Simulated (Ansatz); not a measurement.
HF on a (100) slab of Pd (Fm-3m (No. 225)), 4 planes, outer planes Pd (top) and Pd (bottom), 1 a cell of 30.3 Å², relaxed and still whole (its atoms last):

```yaml
crystal:
  lattice:
    - [5.50020, 0.00000, 0.00000]
    - [0.00000, 5.50020, 0.00000]
    - [0.00000, 0.00000, 23.83384]
  atoms:
    - { symbol: Pd, position: [0.25000, 0.25000, 0.33566] }
    - { symbol: Pd, position: [0.25000, 0.75000, 0.33566] }
    - { symbol: Pd, position: [0.75000, 0.25000, 0.33566] }
    - { symbol: Pd, position: [0.75000, 0.75000, 0.33566] }
    - { symbol: Pd, position: [0.50000, 0.50000, 0.41725] }
    - { symbol: Pd, position: [0.50000, 0.00000, 0.41725] }
    - { symbol: Pd, position: [0.00000, 0.50000, 0.41725] }
    - { symbol: Pd, position: [0.00000, 0.00000, 0.41725] }
    - { symbol: Pd, position: [0.75048, 0.74941, 0.49896] }
    - { symbol: Pd, position: [0.75077, 0.24912, 0.49908] }
    - { symbol: Pd, position: [0.25009, 0.74989, 0.49882] }
    - { symbol: Pd, position: [0.25052, 0.24944, 0.49896] }
    - { symbol: Pd, position: [0.00219, 0.99774, 0.58124] }
    - { symbol: Pd, position: [0.00155, 0.50054, 0.58025] }
    - { symbol: Pd, position: [0.49918, 0.99818, 0.58028] }
    - { symbol: Pd, position: [0.50198, 0.49800, 0.58076] }
    - { symbol: F, position: [0.81311, 0.17815, 0.68488] }
    - { symbol: H, position: [0.73234, 0.27216, 0.65681] }
```

Method: DFT PBE+D3(BJ), scalar-relativistic, plane waves, PAW (Ansatz). Plane waves to 420 eV, a k mesh through Γ of 4×4×1 on the computed 18-atom cell and Gaussian smearing (0.10 eV); no spin polarisation. The cell repeats along c with a dipole correction in the vacuum.

It binds with 0.27 eV a molecule against the clean slab and the free molecule (no zero-point or thermal terms); its shortest contact is H–Pd 2.54 Å. Take first-order desorption with no barrier to adsorption, no reaction on the face and an assumed prefactor of 10^13 s⁻¹.

Q: How long does a molecule stay at 300 K?

A: τ = ν⁻¹·exp(E/k_BT) with k_BT = 0.0259 eV: E/k_BT = 10.4, so τ ≈ 3×10^-9 s. At about one hit a site a second (10⁻⁶ mbar) the coverage is near τ × 1 s⁻¹, so a layer needs roughly 3×10^2 mbar.

Q: Where does its peak lie in a desorption experiment heated at 2 K/s?

A: The peak obeys E/(k_B·T_p²) = (ν/β)·exp(−E/k_BT_p). Solving gives T_p ≈ 103 K (E/k_BT_p = 30.5). An error of 0.1 eV in E moves it by about 38 K, and larger molecules have larger prefactors, which lowers it.

Q: Is this physisorption or chemisorption?

A: The tightest contact, F–Pd 2.86 Å, is 1.46 times the sum of covalent radii, and deformation and lateral interaction add up to +0.03 eV; about 0.04 e cross the plane between them. This is physisorption.